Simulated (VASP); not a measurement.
A run of VASP 6.6.1 is set up as follows.

The input INCAR:

```
  PREC = Accurate
  ENCUT = 600
  EDIFF = 1E-7
  ISMEAR = 0
  SIGMA = 0.03
  LREAL = False
  LASPH = True
  NELM = 80
  ALGO = Normal
  ISIF = 3
  LWAVE = False
  LCHARG = False
  GGA = PS
  IBRION = 2
  NSW = 90
  EDIFFG = -0.005
```

Contents of KPOINTS:

```
regular mesh
0
Gamma
  10 10 10
```

File POSCAR:

```
HgS                                     
1.0
    0.0000000000      2.9445898606      2.9445898606
    2.9445898606     -0.0000000000      2.9445898606
    2.9445898606      2.9445898606     -0.0000000000
  Hg              S             
     1     1
Direct
     0.0000000000000000    0.0000000000000000    0.0000000000000000
     0.2500000000000000    0.2500000000000000    0.2500000000000000
```

Potentials or basis: VASP PAW PBE potentials, release 64 (Hg, S).

The run is started by

```console
$ cat potpaw_PBE.64/Hg/POTCAR potpaw_PBE.64/S/POTCAR > POTCAR
$ mpirun -np 1 vasp_std > vasp.out
```

Q: What does it give for the band gap on the k mesh?

A: None (metal or under the smearing width).

Final structure:
```
Hg S
1.0
     0.00000    2.94459    2.94459
     2.94459    0.00000    2.94459
     2.94459    2.94459    0.00000
Hg S
1 1
Direct
  0.00000 0.00000 0.00000
  0.25000 0.25000 0.25000
```

Caveat: the relaxation stopped at its first step, so nothing moved. Spin-orbit coupling is left out, which matters for the levels of Hg.
